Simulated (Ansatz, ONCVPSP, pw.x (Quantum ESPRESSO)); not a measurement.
# pw.x on fcc H: one setting changed

Potential: optimised norm-conserving Vanderbilt (ONCV), ONCVPSP 4.0.1, PBE; core none, reference 1s1; waves: 1s: rc 1.25 bohr, ncon 4, nbas 8, qcut 6 1/bohr, 1 projector; p scattering state at 0.2 Ha: rc 1.20 bohr, ncon 4, nbas 7, qcut 7.1 1/bohr, 2 projectors, debl 3.7 Ha; local part: polynomial inside 1.15 bohr (lpopt 5, dvloc0 0 Ha); core correction: none.

The reference run (k-mesh 18³, cutoffs 45/180 Ry, Fermi–Dirac 0.01 Ry, mixing_beta 0.4, conv_thr 1e-9, no spin) gives -0.02 GPa at 2.975 Å³/atom, where all-electron LAPW gives -0.20 GPa. This run, with its own iteration cap, changes degauss to 0, a wrong or extreme entry chosen on purpose.

```
&control
  calculation='scf', prefix='x', pseudo_dir='./', outdir='./tmp', tstress=.true., disk_io='none'
/
&system
  ibrav=0, nat=1, ntyp=1, ecutwfc=45, ecutrho=180, nbnd=7,
  occupations='smearing', smearing='fd', degauss=0
/
&electrons
  conv_thr=1e-09, mixing_beta=0.4, electron_maxstep=70
/
ATOMIC_SPECIES
H 1.0 H.UPF
CELL_PARAMETERS angstrom
  0.00000000 1.14152561 1.14152561
  1.14152561 0.00000000 1.14152561
  1.14152561 1.14152561 0.00000000
ATOMIC_POSITIONS crystal
H 0.0000 0.0000 0.0000
K_POINTS automatic
18 18 18 0 0 0
```

```bash
pw.x < H.scf.in > H.scf.out
```

**Question.** How does the run end?

**Answer.** It stops with "set_occupations: smearing requires a value for gaussian broadening (degauss)".

```
Error in routine  set_occupations (1):
      smearing requires a value for gaussian broadening (degauss)
```

The run took about 0.6 s on one core of a shared host (Intel(R) Xeon(R) Processor @ 2.60GHz, 24 threads, 32 GiB, load 19).
